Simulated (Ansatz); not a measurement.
# FeO (Fm-3m) in Ansatz: a series of runs

One crystal, FeO, is run at these levels: PBE; tasks: single point, equation of state.

Program: Ansatz 0.2.0. These are calculated values, not measurements. Logs are shortened: lines on timing, memory, paths and dates and some standing lists are left out, and cuts for length are marked.

### 1 The structure

Symmetry: Fm-3m, No. 225, cubic system. Conventional cell: a = 4.311 Å, b = 4.311 Å, c = 4.311 Å, α = 90.00°, β = 90.00°, γ = 90.00°. Fe (site symmetry m-3m) has 6 O at 2.16 Å as nearest neighbours. O (site symmetry m-3m) has 6 Fe at 2.16 Å as nearest neighbours.

### 2 Single point, PBE, collinear spin, ferromagnetic start, 9.41 Å³/atom (volume scaled by 0.94)

The input, input.yaml:

```yaml
crystal:
  lattice:
    - [0.0, 2.1114000555, 2.1114000555]
    - [2.1114000555, 0.0, 2.1114000555]
    - [2.1114000555, 2.1114000555, 0.0]
  atoms:
    - { symbol: Fe, position: [0.0, 0.0, 0.0], spin: 3.0 }
    - { symbol: O, position: [0.5, 0.5, 0.5] }
hamiltonian:
  xc: pbe
  pseudopotentials: { kind: paw, source: jth }
magnetization:
  spin_polarized: true
kpoints:
  mp_grid: { grid: [11, 11, 11] }
scf:
  occupations: { method: fermi_dirac, width: 0.05 }
output:
  forces: true
  stress: true
  eigenvalues: true
```

Potentials or basis: JTH PAW.

Run with:

```console
$ ansatz run input.yaml --threads 2 --pin off --max-ram 5632MiB --backend cpu --events-out ev --progress --plain --runs-dir out
```

What it wrote:

```text
Warning: the checks of this Fe dataset prove no rule for summing its radial tables, as where they were carried onto another mesh than they were made on, and Gregory's rule is taken, under which a leading mesh point left out moves its sums only by what lay on the interval it spanned. That does not make them correct, and they differ from Quantum ESPRESSO's on this file; a re-export a fraction of a mesh step off can move them. hamiltonian.pseudopotentials.radial_quadrature: simpson_from_first_knot sums it by `pw.x`'s rule; on a PAW file no value gives `pw.x`'s numbers. What more to know: hamiltonian.pseudopotentials.radial_quadrature, in the input reference
Warning: the checks of this O dataset prove no rule for summing its radial tables, as where they were carried onto another mesh than they were made on, and Gregory's rule is taken, under which a leading mesh point left out moves its sums only by what lay on the interval it spanned. That does not make them correct, and they differ from Quantum ESPRESSO's on this file; a re-export a fraction of a mesh step off can move them. hamiltonian.pseudopotentials.radial_quadrature: simpson_from_first_knot sums it by `pw.x`'s rule; on a PAW file no value gives `pw.x`'s numbers. What more to know: hamiltonian.pseudopotentials.radial_quadrature, in the input reference
Warning: RAYON_NUM_THREADS=2 ignored (pool sized by the plan → 2); use --threads N
Engine: ansatz 0.2.0, x86_64-unknown-linux-gnu
Pseudopotentials: kind: paw
Pseudopotential: Fe, paw, valence charge 16, recommended cutoff 1320 eV (normal), Fe.paw.azcp
Pseudopotential: O, paw, valence charge 6, recommended cutoff 1380 eV (normal), O.paw.azcp
Functional definition: PBE
  parameter kappa = 0.804
  parameter beta = 0.06672455060314922
  exchange = pbe_x(kappa = kappa, mu = beta*pi^2/3)
  correlation = pbe_c(beta = beta)
Crystal: 2 atoms, lattice volume = 18.825 Å³
Basis set: ecut = 1380 eV, 2133 PW (Γ), exchange–correlation on 80×80×80 points (8 copies of the dense FFT grid, shifted against one another)
Bands: 17, of which v1, the nominal top of the filled ones, is band 11 counted from 1 (10 counted from 0)
Symmetry: 48 space group operations
Space group: Fm-3m (ITA 225), of the structure as read, at distance tolerance 2.7e-5 Å
Magnetic group: BNS 225.116 (UNI 1618), of the structure as read, at distance tolerance 2.7e-5 Å
k-points: 56 of 1331
Non-local potential: Fe, projectors of the file, l = 0: 2, l = 1: 2, l = 2: 2
Non-local potential: O, projectors of the file, l = 0: 2, l = 1: 2
PAW form: soft (Blöchl's): semilocal exchange-correlation on the pseudo side does not see the compensation charge
PAW one-centre angular grid: Fe, 590 points (default); XC on 64 Gauss nodes
PAW one-centre angular grid: O, 110 points (default); XC on 64 Gauss nodes
Initial density: superposition of atomic densities (chi_scale 0.1, normalization cell, long waves kept (reshape's long-wave potential 0.00 eV rms))
Starting moments: Σ|m| = 3 μB on 1 of 2 sites
Initial wavefunctions: pseudopotential atomic-orbital guess
Functional: x = pbe(κ = 0.804, μ = 0.2195149727645171), c = pbe(β = 0.06672455060314922)
iter 1 solved again at ethr=4.49e-4 eV; its pass at ethr=3.10e-3 eV (dr2=9.88e-2 eV) is discarded
SCF iter   1: F=—  HF=-5046.405737 eV  |F-HF|=—  |Δ(HF+E_count)|=         —  Δρ=7.96e-2 (↑7.96e-2 ↓7.63e-2)  dr2=9.90e-2  dr2_m=9.74e-1  M=3.753 μB ∫|m|=3.753 μB  β_m=0.30  ethr=4.49e-4  ⟨swp⟩=1.0  Hψ=13006  notcnv=0
Mixer restart at iter 1: flushing history
preconditioner: auto → none  [metal: Δε(μ)=0.007 eV  Ē_g=14.065 eV  σ=0.050 eV  W_gap=0.03  n_scr=8 (ndim 8)  ℏωp=32.0 eV  f_vac=0.000  D(μ)=2.14/eV (n_scr^D=26)  sad-step TF]
SCF iter   2: F=—  HF=-5046.482312 eV  |F-HF|=—  |Δ(HF+E_count)|=   7.66e-2  Δρ=6.52e-2 (↑6.37e-2 ↓6.52e-2)  dr2=5.39e-2  dr2_m=6.89e-1  M=3.889 μB ∫|m|=3.889 μB  β_m=0.53  ethr=4.49e-4  ⟨swp⟩=2.0  Hψ=2596  notcnv=0
SCF iter   3: F=—  HF=-5046.799379 eV  |F-HF|=—  |Δ(HF+E_count)|=         —  Δρ=4.72e-2 (↑3.65e-2 ↓4.72e-2)  dr2=1.07e0  dr2_m=1.06e-2  M=3.915 μB ∫|m|=3.922 μB  β_m=0.65  ethr=2.45e-4  ⟨swp⟩=3.9  Hψ=5100  notcnv=0  defer=35
Mixer restart at iter 3: flushing history
SCF iter   4: F=—  HF=-5046.840768 eV  |F-HF|=—  |Δ(HF+E_count)|=   4.14e-2  Δρ=4.13e-2 (↑3.90e-2 ↓4.13e-2)  dr2=9.99e-1  dr2_m=3.69e-3  M=4.002 μB ∫|m|=4.010 μB  β_m=0.49  ethr=2.45e-4  ⟨swp⟩=4.4  Hψ=5814  notcnv=0  defer=54
SCF iter   5: F=—  HF=-5046.624659 eV  |F-HF|=—  |Δ(HF+E_count)|=   2.16e-1  Δρ=4.46e-3 (↑4.46e-3 ↓2.93e-3)  dr2=6.85e-4  dr2_m=2.22e-3  M=3.998 μB ∫|m|=4.006 μB  β_m=0.44  ethr=2.45e-4  ⟨swp⟩=3.6  Hψ=5264  notcnv=0  defer=53
SCF iter   6: F=—  HF=-5046.625101 eV  |F-HF|=—  |Δ(HF+E_count)|=   4.42e-4  Δρ=2.77e-3 (↑2.77e-3 ↓2.47e-3)  dr2=1.68e-4  dr2_m=1.14e-3  M=3.998 μB ∫|m|=4.007 μB  β_m=0.72  ethr=3.11e-6  ⟨swp⟩=2.3  Hψ=3374  notcnv=0  defer=52
SCF iter   7: F=—  HF=-5046.625570 eV  |F-HF|=—  |Δ(HF+E_count)|=   4.69e-4  Δρ=1.84e-3 (↑1.40e-3 ↓1.84e-3)  dr2=5.56e-4  dr2_m=3.42e-4  M=3.998 μB ∫|m|=4.010 μB  β_m=0.61  ethr=7.64e-7  ⟨swp⟩=2.6  Hψ=3930  notcnv=0  defer=54
SCF iter   8: F=—  HF=-5046.625656 eV  |F-HF|=—  |Δ(HF+E_count)|=   8.60e-5  Δρ=6.86e-4 (↑5.20e-4 ↓6.86e-4)  dr2=7.37e-5  dr2_m=4.83e-5  M=3.998 μB ∫|m|=4.009 μB  β_m=0.81  ethr=7.64e-7  ⟨swp⟩=2.1  Hψ=2660  notcnv=0  defer=54
SCF iter   9: F=—  HF=-5046.625665 eV  |F-HF|=—  |Δ(HF+E_count)|=   8.92e-6  Δρ=1.42e-4 (↑1.08e-4 ↓1.42e-4)  dr2=2.58e-6  dr2_m=2.21e-6  M=3.998 μB ∫|m|=4.009 μB  β_m=0.90  ethr=3.35e-7  ⟨swp⟩=2.0  Hψ=2467  notcnv=0  defer=53
SCF iter  10: F=—  HF=-5046.625666 eV  |F-HF|=—  |Δ(HF+E_count)|=   3.38e-7  Δρ=1.21e-5 (↑9.64e-6 ↓1.21e-5)  dr2=1.07e-8  dr2_m=1.86e-8  M=3.998 μB ∫|m|=4.009 μB  β_m=0.95  ethr=1.17e-8  ⟨swp⟩=2.0  Hψ=2621  notcnv=0  defer=53
SCF iter  11: F=-5046.625666 eV  HF=-5046.625666 eV  |F-HF|=8.19e-11  |Δ(HF+E_count)|=   3.88e-9  Δρ=6.31e-7 (↑3.72e-7 ↓6.31e-7)  dr2=1.01e-10  dr2_m=1.90e-11  M=3.998 μB ∫|m|=4.009 μB  ethr=4.87e-11  ⟨swp⟩=4.1  Hψ=7470  notcnv=0
SCF 1 converged in 11 iterations: F = -5046.625666 eV  dr2 = 1.01e-10
SCF converged after 11 iterations
Magnetization: 3.9982 μB (12.9991 up, 9.0009 down)
Absolute magnetization: 4.0091 μB (∫|ρ↑−ρ↓|, with the PAW one-centre terms)
Spin contamination: 0.0108 ħ² per cell (⟨S²⟩ above its minimum at these occupations)
Per-site moments (μB) at R_I (Å): [(3.4215597339943558, 0.87095252289375), (0.3336847283936425, 0.87095252289375)]
Free energy (F): -5046.625666 eV
Harris-Foulkes:  -5046.625666 eV  (|F-HF|=8.19e-11)
Internal energy: -5046.614876 eV  (E = F + TS)
E sigma→0 (E₀):  -5046.620271 eV
Entropy (-TS):   -0.010790 eV (-5.395 meV/atom)
Fermi energy:    16.846425 eV
--- Per-component energies (eV) ---
  E_band       = -220.579018
  E_kinetic    = 537.164713
  E_local      = -2073.226988  (includes V_loc(G=0)·N_el)
  E_nonlocal   = -206.431107
  E_hartree    = 795.921136
  E_xc         = -171.909562
  E_vxc        = -223.633045  (∫ρ·V_xc dr)
  E_paw        = -1288.797495  (= ΣΔE_a)
  E_vpaw       = 153.705242  (= ΣTr[D̂ρ^β])
  E_aug_tail   = -0.000044  (compensation charges beyond the density's cutoff)
  E_ewald      = -2639.335529
  E_smearing   = -0.010790  (= −TS)
  E_closure    = 0.000000  (closes the sum)
  Σ components = -5046.625666   (vs F -5046.625666, Δ=0.00e0)
--- Forces (eV/Å), atoms counted from 1 ---
  atom   1  Fe    -0.00000000     0.00000000    -0.00000000
  atom   2  O      0.00000000    -0.00000000    -0.00000000
  max |Σ_I F_I| component: 5.49e-30 eV/Å
--- Stress (GPa, compression-positive) ---
       12.701381       0.000000       0.000000
        0.000000      12.701381       0.000000
        0.000000       0.000000      12.701381
  P = ⅓ Tr σ = 12.7014 GPa (127.014 kbar)
--- Band table (eV; the first three rows and the last of 112) ---
  k-point 0 ↑: bands = ["-73.0475", "-39.0739", "-39.0739", "-39.0739", "-4.4647", "12.7446", "12.7446", "12.7446", "12.9016", "12.9016", "12.9016", "13.1544", "13.1544", "17.2176", "32.3479", "34.3094", "34.3094"]
  k-point 1 ↑: bands = ["-73.0469", "-39.0795", "-39.0746", "-39.0746", "-4.3730", "11.8442", "11.9891", "11.9891", "12.9953", "12.9953", "13.2774", "13.9275", "13.9275", "17.7906", "31.0830", "34.0700", "34.0700"]
  k-point 2 ↑: bands = ["-73.0453", "-39.0944", "-39.0766", "-39.0766", "-4.1173", "10.5237", "11.1838", "11.1838", "13.1783", "13.1783", "13.5386", "14.8561", "14.8561", "18.9840", "29.0894", "33.0779", "33.0779"]
  k-point 55 ↓: bands = ["-68.8709", "-35.0636", "-35.0598", "-35.0370", "-2.4556", "10.1574", "10.2334", "11.0622", "16.6023", "16.9835", "17.6787", "18.1175", "18.8678", "26.1222", "26.8339", "26.8492", "30.5297"]
```

Wall time 5.9 s (2 threads of Intel Xeon Platinum 8259CL at 2.50GHz (Skylake/Cascade Lake), shared host); peak memory 0.54 GiB.

Results:

| Property | Result |
| --- | --- |
| Free energy | -5046.6257 eV |
| Pressure | 12.7 GPa |
| Band gap on the k mesh | none (metal or under the smearing width) |
| Net moment | 4.00 μB per cell |
| Absolute moment | 4.01 μB per cell |
| Site moments | Fe +3.42; O +0.33 μB |

Caveat: a cell with one magnetic atom can't hold antiferromagnetic order, which such compounds often take; semilocal functionals often make such compounds metallic where correlation or magnetic order opens a gap, which also shifts bond lengths.

### 3 Single point, PBE, collinear spin, ferromagnetic start, 9.61 Å³/atom (volume scaled by 0.96)

Changes to input.yaml since step 2:

```diff
@@ -2,5 +2,5 @@
   lattice:
-    - [0.0, 2.1114000555, 2.1114000555]
-    - [2.1114000555, 0.0, 2.1114000555]
-    - [2.1114000555, 2.1114000555, 0.0]
+    - [0.0, 2.1262695598, 2.1262695598]
+    - [2.1262695598, 0.0, 2.1262695598]
+    - [2.1262695598, 2.1262695598, 0.0]
   atoms:
@@ -21 +21,5 @@
   eigenvalues: true
+  write_density: true
+  write_potential: true
+  elf: true
+  volumetric_format: npy
```

Potentials or basis: JTH PAW.

Run with:

```console
$ ansatz run input.yaml --threads 2 --pin off --max-ram 5632MiB --backend cpu --events-out ev --progress --plain --runs-dir out
```

Run time: 7.2 s. Hardware: 2 threads of Intel Xeon Platinum 8259CL at 2.50GHz (Skylake/Cascade Lake), shared host; peak memory 0.55 GiB.

The run converged. Its results:

```
Free energy            : -5046.6513 eV
Pressure               : 7.9 GPa
Band gap on the k mesh : none (metal or under the smearing width)
Net moment             : 4.00 μB per cell
Absolute moment        : 4.01 μB per cell
Site moments           : Fe +3.43; O +0.33 μB
```

Caveat: a cell with one magnetic atom can't hold antiferromagnetic order, which such compounds often take; semilocal functionals often make such compounds metallic where correlation or magnetic order opens a gap, which also shifts bond lengths.

### 4 Single point, PBE, collinear spin, ferromagnetic start, 9.81 Å³/atom (volume scaled by 0.98)

Changes to input.yaml since step 3:

```diff
@@ -2,5 +2,5 @@
   lattice:
-    - [0.0, 2.1262695598, 2.1262695598]
-    - [2.1262695598, 0.0, 2.1262695598]
-    - [2.1262695598, 2.1262695598, 0.0]
+    - [0.0, 2.1409339512, 2.1409339512]
+    - [2.1409339512, 0.0, 2.1409339512]
+    - [2.1409339512, 2.1409339512, 0.0]
   atoms:
@@ -21,5 +21 @@
   eigenvalues: true
-  write_density: true
-  write_potential: true
-  elf: true
-  volumetric_format: npy
```

Run with:

```console
$ ansatz run input.yaml --threads 2 --pin off --max-ram 5632MiB --backend cpu --events-out ev --progress --plain --runs-dir out
```

It took 5.9 s on 2 threads of Intel Xeon Platinum 8259CL at 2.50GHz (Skylake/Cascade Lake), shared host; peak memory 0.55 GiB.

It converged, with:

| Item | Value |
| --- | --- |
| Free energy | -5046.6654 eV |
| Pressure | 3.5 GPa |
| Band gap on the k mesh | none (metal or under the smearing width) |
| Net moment | 4.00 μB per cell |
| Absolute moment | 4.01 μB per cell |
| Site moments | Fe +3.44; O +0.32 μB |

Caveat: a cell with one magnetic atom can't hold antiferromagnetic order, which such compounds often take; semilocal functionals often make such compounds metallic where correlation or magnetic order opens a gap, which also shifts bond lengths.

### 5 Single point, PBE, collinear spin, ferromagnetic start, 10.01 Å³/atom

Changes to input.yaml since step 4:

```diff
@@ -2,5 +2,5 @@
   lattice:
-    - [0.0, 2.1409339512, 2.1409339512]
-    - [2.1409339512, 0.0, 2.1409339512]
-    - [2.1409339512, 2.1409339512, 0.0]
+    - [0.0, 2.15540016, 2.15540016]
+    - [2.15540016, 0.0, 2.15540016]
+    - [2.15540016, 2.15540016, 0.0]
   atoms:
@@ -21 +21,5 @@
   eigenvalues: true
+  write_density: true
+  write_potential: true
+  elf: true
+  volumetric_format: npy
```

Run with:

```console
$ ansatz run input.yaml --threads 2 --pin off --max-ram 5632MiB --backend cpu --events-out ev --progress --plain --runs-dir out
```

Run time: 7.2 s. Hardware: 2 threads of Intel Xeon Platinum 8259CL at 2.50GHz (Skylake/Cascade Lake), shared host; peak memory 0.57 GiB.

Results (log left out):

- Free energy: -5046.6692 eV
- Pressure: -0.4 GPa
- Band gap on the k mesh: none (metal or under the smearing width)
- Net moment: 4.00 μB per cell
- Absolute moment: 4.01 μB per cell
- Site moments: Fe +3.45; O +0.32 μB

Caveat: a cell with one magnetic atom can't hold antiferromagnetic order, which such compounds often take; semilocal functionals often make such compounds metallic where correlation or magnetic order opens a gap, which also shifts bond lengths.

### 6 Single point, PBE, collinear spin, ferromagnetic start, 10.21 Å³/atom (volume scaled by 1.02)

Changes to input.yaml since step 5:

```diff
@@ -2,5 +2,5 @@
   lattice:
-    - [0.0, 2.15540016, 2.15540016]
-    - [2.15540016, 0.0, 2.15540016]
-    - [2.15540016, 2.15540016, 0.0]
+    - [0.0, 2.1696747492, 2.1696747492]
+    - [2.1696747492, 0.0, 2.1696747492]
+    - [2.1696747492, 2.1696747492, 0.0]
   atoms:
```

Potentials or basis: JTH PAW.

Run with:

```console
$ ansatz run input.yaml --threads 2 --pin off --max-ram 5632MiB --backend cpu --events-out ev --progress --plain --runs-dir out
```

Wall time 7.4 s (2 threads of Intel Xeon Platinum 8259CL at 2.50GHz (Skylake/Cascade Lake), shared host); peak memory 0.56 GiB.

The run converged. Its results:

```yaml
Free_energy: -5046.6639 eV
Pressure: -3.8 GPa
Band_gap_on_the_k_mesh: none (metal or under the smearing width)
Net_moment: 4.00 μB per cell
Absolute_moment: 4.01 μB per cell
Site_moments: Fe +3.46; O +0.32 μB
```

Caveat: a cell with one magnetic atom can't hold antiferromagnetic order, which such compounds often take; semilocal functionals often make such compounds metallic where correlation or magnetic order opens a gap, which also shifts bond lengths.

### 7 Single point, PBE, collinear spin, ferromagnetic start, 10.41 Å³/atom (volume scaled by 1.04)

Changes to input.yaml since step 6:

```diff
@@ -2,5 +2,5 @@
   lattice:
-    - [0.0, 2.1696747492, 2.1696747492]
-    - [2.1696747492, 0.0, 2.1696747492]
-    - [2.1696747492, 2.1696747492, 0.0]
+    - [0.0, 2.1837639411, 2.1837639411]
+    - [2.1837639411, 0.0, 2.1837639411]
+    - [2.1837639411, 2.1837639411, 0.0]
   atoms:
@@ -21,5 +21 @@
   eigenvalues: true
-  write_density: true
-  write_potential: true
-  elf: true
-  volumetric_format: npy
```

Run with:

```console
$ ansatz run input.yaml --threads 2 --pin off --max-ram 5632MiB --backend cpu --events-out ev --progress --plain --runs-dir out
```

Run time: 6 s. Hardware: 2 threads of Intel Xeon Platinum 8259CL at 2.50GHz (Skylake/Cascade Lake), shared host; peak memory 0.57 GiB.

The run converged. Its results:

| Item | Value |
| --- | --- |
| Free energy | -5046.6503 eV |
| Pressure | -7.0 GPa |
| Band gap on the k mesh | none (metal or under the smearing width) |
| Net moment | 4.00 μB per cell |
| Absolute moment | 4.01 μB per cell |
| Site moments | Fe +3.47; O +0.31 μB |

Caveat: a cell with one magnetic atom can't hold antiferromagnetic order, which such compounds often take; semilocal functionals often make such compounds metallic where correlation or magnetic order opens a gap, which also shifts bond lengths.

### 8 Single point, PBE, collinear spin, ferromagnetic start, 10.61 Å³/atom (volume scaled by 1.06)

Changes to input.yaml since step 7:

```diff
@@ -2,5 +2,5 @@
   lattice:
-    - [0.0, 2.1837639411, 2.1837639411]
-    - [2.1837639411, 0.0, 2.1837639411]
-    - [2.1837639411, 2.1837639411, 0.0]
+    - [0.0, 2.1976736406, 2.1976736406]
+    - [2.1976736406, 0.0, 2.1976736406]
+    - [2.1976736406, 2.1976736406, 0.0]
   atoms:
```

Run with:

```console
$ ansatz run input.yaml --threads 2 --pin off --max-ram 5632MiB --backend cpu --events-out ev --progress --plain --runs-dir out
```

It took 6.1 s on 2 threads of Intel Xeon Platinum 8259CL at 2.50GHz (Skylake/Cascade Lake), shared host; peak memory 0.57 GiB.

Results (log left out):

```yaml
Free_energy: -5046.6293 eV
Pressure: -9.8 GPa
Band_gap_on_the_k_mesh: none (metal or under the smearing width)
Net_moment: 4.00 μB per cell
Absolute_moment: 4.01 μB per cell
Site_moments: Fe +3.48; O +0.31 μB
```

Caveat: a cell with one magnetic atom can't hold antiferromagnetic order, which such compounds often take; semilocal functionals often make such compounds metallic where correlation or magnetic order opens a gap, which also shifts bond lengths.

### 9 Equation of state, PBE, collinear spin, ferromagnetic start

Potentials or basis: JTH PAW.

No new run: the results of the series are fitted here.

Results:

```yaml
Equilibrium_volume: 9.99 Å³/atom
Bulk_modulus: 185 GPa
Pressure_derivative_of_the_bulk_modulus: 4.5
```

Energy against volume, from the lowest point:
```
volume (Å³/atom)  energy (meV/atom)
           9.413              21.77
           9.613               8.98
           9.813               1.92
          10.013               0.00
          10.214               2.67
          10.414               9.47
          10.614              19.96
```
